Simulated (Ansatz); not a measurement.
# ZnGeP2: the band gap up the ladder of functionals

One table from this session's results is given with a row withheld; the runs are named, their logs left out.

Code: Ansatz 0.2.0. PAW datasets, plane waves. (Simulation; spin polarisation is off.)

## The structure to begin with

The cell was relaxed beforehand with r2SCAN.

Space group I-42d (No. 122), tetragonal; conventional cell a = 5.447 Å, c = 10.731 Å, 19.90 Å³ an atom. Around Zn lie 4 P at 2.36 Å; around Ge lie 4 P at 2.33 Å; around P lie 2 Ge at 2.33 Å and 2 Zn at 2.36 Å.

Coordinates:

```xyz
8
Lattice="-2.7233 2.7233 5.3656 2.7233 -2.7233 5.3656 2.7233 2.7233 -5.3656" Properties=species:S:1:pos:R:3 pbc="T T T"
Zn    0.0000    0.0000    0.0000
Zn    0.0000    2.7233    2.6828
Ge    0.0000    0.0000    5.3656
Ge    2.7233    0.0000    2.6828
P     1.3846    1.3617    1.3414
P     1.3617    4.0621   -1.3414
P     1.3387    1.3617    6.7070
P     1.3617   -1.3387    4.0242
```

Set-up of the first run:

Input file input.yaml:

```yaml
crystal:
  lattice:
    - [-2.7233306711, 2.7233306711, 5.3656199512]
    - [2.7233306711, -2.7233306711, 5.3656199512]
    - [2.7233306711, 2.7233306711, -5.3656199512]
  atoms:
    - { symbol: Zn, position: [0.0, 0.0, 0.0] }
    - { symbol: Zn, position: [0.75, 0.25, 0.5] }
    - { symbol: Ge, position: [0.5, 0.5, 0.0] }
    - { symbol: Ge, position: [0.25, 0.75, 0.5] }
    - { symbol: P, position: [0.375, 0.3792106962, 0.5042106962] }
    - { symbol: P, position: [0.6207893038, 0.125, 0.9957893038] }
    - { symbol: P, position: [0.875, 0.8707893038, 0.4957893038] }
    - { symbol: P, position: [0.1292106962, 0.625, 0.0042106962] }
kpoints:
  mp_grid: { grid: [6, 6, 6] }
  band_path:
    path:
      - [[0.0, 0.0, 0.0], [1.701079165759e-17, -1.701079165759e-17, 0.5], [0.25, 0.25, 0.25], [-3.734046139277e-18, 0.5, 3.734046139277e-18], [0.0, 0.0, 0.0], [0.5, 0.5, -0.5], [0.3144022361196, 0.6855977638804, -0.3144022361196]]
      - [[-0.3144022361196, 0.3144022361196, 0.3144022361196], [0.0, 0.0, 0.0]]
      - [[1.701079165759e-17, -1.701079165759e-17, 0.5], [-0.1288044722391, 0.1288044722391, 0.5]]
      - [[0.5, 0.5, -0.1288044722391], [0.5, 0.5, -0.5]]
    npoints: 10
hamiltonian:
  xc: pbe
scf:
  occupations: { method: fermi_dirac, width: 0.02 }
  n_extra_bands: 6
output:
  forces: true
  stress: true
  eigenvalues: true
```

Command:

```sh
$ ansatz run input.yaml --threads 2 --pin off --max-ram 29491MiB --backend cpu --events-out ev --progress --plain --runs-dir out
```

Steps of the session up to this table: PBE bands along the symmetry lines; r2SCAN; HSE06 at the same geometry; PBE+SOC at the same geometry; PBE0 at the same geometry.

One table of the session follows, with a row left open; its other results are not shown here.

| level | gap (eV) |
| --- | --- |
| PBE | 1.21 |
| r2SCAN | ? |
| HSE06 | 1.89 |
| PBE+SOC | 1.20 |
| PBE0 | 2.54 |

Q: Estimate the row for r2SCAN from the others.

As computed: gap (eV): 1.43. In the column «gap (eV)» it lies between PBE (1.21) and HSE06 (1.89).

Meshes: PBE 6×6×6, r2SCAN 6×6×6, HSE06 4×4×4, PBE+SOC 6×6×6, PBE0 4×4×4

PBE reaches 64 % of the HSE06 value, and r2SCAN 76 %. PBE0 lies 0.65 eV above HSE06, which differs from it by screening the long-range exchange.

Caveats from the session: Warnings in the runs' records: stress scf threshold loose, stress exchange threshold loose.
